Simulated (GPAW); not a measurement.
The system is LiF (Griceite).

```
F Li
1.0
     0.00000    2.01400    2.01400
     2.01400    0.00000    2.01400
     2.01400    2.01400    0.00000
F Li
1 1
Direct
  0.50000 0.50000 0.50000
  0.00000 0.00000 0.00000
```

Base run:

| Property | Result |
| --- | --- |
| Program | GPAW 26.7.0 |
| Functional | LDA |
| Potentials or basis | PAW data sets generated in the run's folder for this functional |
| Cutoff | 800 eV |
| Basis | pw |
| k mesh | 11 × 11 × 11 |
| Occupations | fermi-dirac, width 0.05 eV |
| Spin | no spin polarisation |

Its results: band gap on the k mesh 8.82 eV, direct; pressure -8.0 GPa.

Task: The run is repeated on the same cell with these changes: functional from LDA to PBEint; band points from 60 to 100. What comes out?

Result: Band gap on the k mesh 8.98 eV, direct; pressure -0.1 GPa.
